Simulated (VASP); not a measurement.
Set up this calculation in VASP 6.6.1, as the native input.

* Task: relaxation of cell and atoms
* Functional: PBE
* Potentials or basis: VASP PAW PBE potentials, release 64 (Ta_pv, N)
* Cutoff: 600 eV
* k mesh: 14 × 14 × 14
* Occupations: methfessel-paxton, width 0.1 eV
* Spin: no spin polarisation
* Further INCAR settings: ALGO = Normal; EDIFF = 1e-07; IBRION = 2; EDIFFG = -0.005; NSW = 90; ISIF = 3

The structure of TaN lies in POSCAR:

```
TaN                                     
1.0
   -0.0000000000      2.2100005679      2.2100005679
    2.2100005679      0.0000000000      2.2100005679
    2.2100005679      2.2100005679     -0.0000000000
  Ta              N             
     1     1
Direct
     0.5000000000000000    0.5000000000000000    0.5000000000000000
     0.0000000000000000    0.0000000000000000    0.0000000000000000
```

The cell comes from a database or a generator and needn't be the stable form of this composition.

The input as run:

INCAR

```
PREC = Accurate
ENCUT = 600
EDIFF = 1E-7
ISMEAR = 1
SIGMA = 0.1
LREAL = F
LASPH = T
NELM = 80
ALGO = Normal
ISIF = 3
LWAVE = F
LCHARG = F
GGA = PE
IBRION = 2
NSW = 90
EDIFFG = -0.005
```

KPOINTS

```
regular mesh
0
Gamma
  14 14 14
```

Potentials or basis: VASP PAW PBE potentials, release 64 (Ta_pv, N).

Launch:

```sh
$ cat potpaw_PBE.64/Ta_pv/POTCAR potpaw_PBE.64/N/POTCAR > POTCAR
$ mpirun -np 1 vasp_std > vasp.out
```

It gave:

The pressure after relaxing is 0.0 GPa and the band gap on the k mesh is none (metal or under the smearing width).

Caveat: the relaxation stopped at its first step, so nothing moved.

It took 27 s on 1 thread of Intel(R) Xeon(R) Platinum 8559C (Emerald Rapids) (shared host), peak memory 0.18 GiB.
